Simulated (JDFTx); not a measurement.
PbS (Galena): relaxation of cell and atoms with PBEsol

PbS (Galena):

```xyz
2
Lattice="0.0000 2.9657 2.9657 2.9657 0.0000 2.9657 2.9657 2.9657 0.0000" Properties=species:S:1:pos:R:3 pbc="T T T"
Pb    0.0000    0.0000    0.0000
S     2.9657    2.9657    2.9657
```

- Program: JDFTx 1.7.0 (patched build)
- Task: relaxation of cell and atoms
- Functional: PBEsol
- Potentials or basis: PseudoDojo-SR-PBEsol-0.4.1-standard with smoothed tails
- Cutoff: 762 eV
- Density cutoff: 6095 eV
- k mesh: 8 × 8 × 8
- Occupations: fermi-dirac, width 0.05 eV
- Spin: no spin polarisation
- Local potential set to -Z/r beyond: 6 bohr
- Bands: 16
- Density cutoff over wavefunction cutoff: 8
- Max SCF steps: 100
- SCF threshold on the energy: 1e-09 Ha
- Solver of the electrons: scf
- Further solve for the empty bands: no

```json
{
  "Relaxed volume": "25.72 Å³/atom",
  "Relaxed cell": "a = 4.175 Å, b = 4.175 Å, c = 4.175 Å, α = 60.00°, β = 60.00°, γ = 60.00°",
  "Space group after relaxing (to 0.05 Å)": "Fm-3m (No. 225)",
  "Energy gained by relaxing": "0.9 meV/atom",
  "Ionic steps": "5",
  "Pressure after relaxing": "0.0 GPa",
  "Band gap on the k mesh": "0.21 eV, direct",
  "Loewdin charges": "Pb +0.45; S -0.40 e"
}
```

The path:
```
step  energy change (eV)  largest force (eV/Å)  pressure (GPa)  volume (Å³)
   1              0.0000                0.0000           -0.82        52.17
   2             -0.0004                0.0000           -0.71        52.08
   3             -0.0019                0.0000           -0.02        51.45
   4             -0.0019                0.0000            0.00        51.44
   5             -0.0019                0.0000            0.00        51.44
```

Final structure:
```cif
data_structure
_symmetry_space_group_name_H-M 'P 1'
_symmetry_Int_Tables_number 1
_cell_length_a 4.1745
_cell_length_b 4.1745
_cell_length_c 4.1745
_cell_angle_alpha 60.000
_cell_angle_beta 60.000
_cell_angle_gamma 60.000
_cell_volume 51.44
loop_
_atom_site_label
_atom_site_type_symbol
_atom_site_fract_x
_atom_site_fract_y
_atom_site_fract_z
_atom_site_occupancy
Pb1 Pb 0.00000 0.00000 0.00000 1
S1 S 0.50000 0.50000 0.50000 1
```

Levels at points of the mesh, in eV from the valence-band top:
| k point | band 8 | band 9 | band 10 | band 11 | band 12 | band 13 |
| --- | --- | --- | --- | --- | --- | --- |
| (0.00, 0.00, 0.00) | -2.24 | -2.24 | -2.24 | 5.19 | 5.19 | 5.19 |
| (0.00, 0.00, 0.50) | -1.84 | -1.84 | 0.00 | 0.21 | 1.85 | 1.85 |
| (0.00, 0.50, 0.50) | -5.39 | -3.56 | -3.56 | 3.64 | 5.56 | 5.68 |

It took 2.6 min on 1 thread of Arm Neoverse V1 (shared host), peak memory 0.11 GiB.

Caveat: spin-orbit coupling is left out, which as a rule narrows the gap of such compounds by several tenths of an eV. A k mesh can miss the band edges.
